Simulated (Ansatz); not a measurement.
H2 on a (100) slab of GaN (P6_3mc (No. 186)), 6 planes, outer planes GaN (top) and GaN (bottom), 1 a cell of 33.3 Å², relaxed and still whole (its atoms last):

```yaml
crystal:
  lattice:
    - [6.39313, 0.00000, 0.00000]
    - [0.00000, 5.20857, 0.00000]
    - [0.00000, 0.00000, 24.45938]
  atoms:
    - { symbol: Ga, position: [0.50000, 0.00081, 0.32707] }
    - { symbol: Ga, position: [0.00000, 0.00081, 0.32707] }
    - { symbol: N, position: [0.50000, 0.62419, 0.32707] }
    - { symbol: N, position: [0.00000, 0.62419, 0.32707] }
    - { symbol: Ga, position: [0.75000, 0.50081, 0.36480] }
    - { symbol: Ga, position: [0.25000, 0.50081, 0.36480] }
    - { symbol: N, position: [0.75000, 0.12419, 0.36480] }
    - { symbol: N, position: [0.25000, 0.12419, 0.36480] }
    - { symbol: Ga, position: [0.75000, 0.00081, 0.44025] }
    - { symbol: Ga, position: [0.25000, 0.00081, 0.44025] }
    - { symbol: N, position: [0.75000, 0.62419, 0.44025] }
    - { symbol: N, position: [0.25000, 0.62419, 0.44025] }
    - { symbol: Ga, position: [0.00016, 0.49885, 0.47581] }
    - { symbol: Ga, position: [0.49982, 0.49885, 0.47581] }
    - { symbol: N, position: [0.00011, 0.12318, 0.47700] }
    - { symbol: N, position: [0.49986, 0.12317, 0.47701] }
    - { symbol: Ga, position: [0.00013, 0.00405, 0.55667] }
    - { symbol: Ga, position: [0.49973, 0.00403, 0.55668] }
    - { symbol: N, position: [0.00042, 0.62828, 0.55412] }
    - { symbol: N, position: [0.49949, 0.62826, 0.55411] }
    - { symbol: Ga, position: [0.24995, 0.47035, 0.58083] }
    - { symbol: Ga, position: [0.74997, 0.46941, 0.57948] }
    - { symbol: N, position: [0.24991, 0.12169, 0.59085] }
    - { symbol: N, position: [0.74993, 0.12237, 0.59026] }
    - { symbol: H, position: [0.25141, 0.77941, 0.65858] }
    - { symbol: H, position: [0.25253, 0.65084, 0.67388] }
```

The calculation used DFT PBE+D3(BJ), scalar-relativistic, plane waves, PAW (Ansatz 0.2.0). Settings: cutoff 420 eV, Γ-centred mesh 3×3×1 on the computed 26-atom cell, Gaussian smearing of 0.05 eV; no spin polarisation. A dipole correction removes the field between periodic images along c.

It binds with 0.16 eV a molecule against the clean slab and the free molecule (no zero-point or thermal terms); its shortest contact is H–N 2.43 Å. Take first-order desorption with no barrier to adsorption, no reaction on the face and an assumed prefactor of 10^13 s⁻¹.

Question: How long does a molecule stay at 400 K?

Answer: τ = ν⁻¹·exp(E/k_BT) with k_BT = 0.0345 eV: E/k_BT = 4.6, so τ ≈ 1×10^-11 s. At about one hit a site a second (10⁻⁶ mbar) the coverage is near τ × 1 s⁻¹, so a layer needs more than atmospheric pressure.

Question: Where does its peak lie in a desorption experiment heated at 5 K/s?

Answer: The peak obeys E/(k_B·T_p²) = (ν/β)·exp(−E/k_BT_p). Solving gives T_p ≈ 64 K (E/k_BT_p = 29.1). An error of 0.1 eV in E moves it by about 40 K, and larger molecules have larger prefactors, which lowers it.

Question: Is this physisorption or chemisorption?

Answer: The tightest contact, H–Ga 2.46 Å, is 1.61 times the sum of covalent radii, and deformation and lateral interaction add up to +0.01 eV; about 0.02 e cross the plane between them. This is physisorption.

The clean reference is an ideal cut relaxed in this small cell. Real faces with dangling bonds reconstruct or are passivated, and a lower clean face would weaken the binding, shorten τ and lower T_p.